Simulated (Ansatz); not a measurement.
Crystal: Te2Mo.

```
CELL_PARAMETERS angstrom
3.51820 0.00000 0.00000
-1.75910 3.04685 0.00000
0.00000 0.00000 13.97360
ATOMIC_POSITIONS crystal
Te 0.66667 0.33333 0.37900
Te 0.33333 0.66667 0.87900
Te 0.66667 0.33333 0.12100
Te 0.33333 0.66667 0.62100
Mo 0.66667 0.33333 0.75000
Mo 0.33333 0.66667 0.25000
```

| Quantity | Value |
| --- | --- |
| Program | Ansatz 0.2.0 |
| Task | relaxation of cell and atoms |
| Functional | LDA |
| Potentials or basis | Ansatz PAW |
| Cutoff | 420 eV (not typed: the program's choice for these potentials) |
| k mesh | 9 × 9 × 2 |
| Occupations | fermi-dirac, width 0.05 eV |
| Spin | no spin polarisation |

At the start: volume 24.96 Å³/atom.

Problem. How do energy, volume and symmetry change on relaxing?

Solution. It ends after 4 steps and the volume is 23.96 Å³/atom (-4.0 %); space group P6_3/mmc (No. 194, to 0.05 Å).

Step by step:
```csv
step,energy change (eV),largest force (eV/Å),volume (Å³)
1,0.0000,0.2935,149.79
2,-0.0464,0.0243,144.98
3,-0.0477,0.0049,143.74
4,-0.0463,0.0047,143.74
```

Final structure:
```
CELL_PARAMETERS angstrom
3.47187 0.00000 0.00000
-1.73593 3.00673 0.00000
0.00000 0.00000 13.76982
ATOMIC_POSITIONS crystal
Te 0.66667 0.33333 0.38048
Te 0.33333 0.66667 0.88048
Te 0.66667 0.33333 0.11952
Te 0.33333 0.66667 0.61952
Mo 0.66667 0.33333 0.75000
Mo 0.33333 0.66667 0.25000
```

Caveat: the plane-wave basis is chosen anew once the cell has moved, so the energies of steps on either side of that aren't comparable; the PAW data sets come from PBE, with cores solved anew for the run's functional, which leaves a small shift of forces and pressure.
